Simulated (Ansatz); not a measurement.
HfO2, 12 atoms in the cell. Symmetry: Pca2_1, No. 29, orthorhombic system. The conventional cell has a = 5.219 Å, b = 5.005 Å, c = 5.033 Å, α = 90.00°, β = 90.00°, γ = 90.00°. Around Hf (site symmetry 1) lie 7 O at 2.02 to 2.23 Å. O (site symmetry 1) has 3 Hf at 2.02 to 2.13 Å as nearest neighbours. O (site symmetry 1) is surrounded by 4 Hf at 2.11 to 2.23 Å. Measurements of this composition are mostly on another form, of space group No. 14.

* Program: Ansatz 0.2.0
* Task: relaxation of cell and atoms
* Functional: BLYP
* Potentials or basis: Ansatz PAW
* Cutoff: 420 eV (not typed: the program's choice for these potentials)
* k mesh: 5 × 6 × 5
* Occupations: fermi-dirac, width 0.05 eV
* Spin: no spin polarisation

Potentials or basis: Ansatz PAW.

Command:

```bash
$ ansatz run input.yaml --threads 4 --pin off --max-ram 11264MiB --backend cpu --events-out ev --progress --plain --runs-dir out
```

Hardware: 4 threads of Intel(R) Xeon(R) Processor @ 2.50GHz (Skylake/Cascade Lake), on a shared host.

Task: Estimate the wall time of this run.

Result: It took 3.9 min on 4 threads of Intel(R) Xeon(R) Processor @ 2.50GHz (Skylake/Cascade Lake), on a shared host, peak memory 0.8 GiB. Counts: scf iterations 71, plane waves 2769, k points 36, bands 92, ion steps 11.
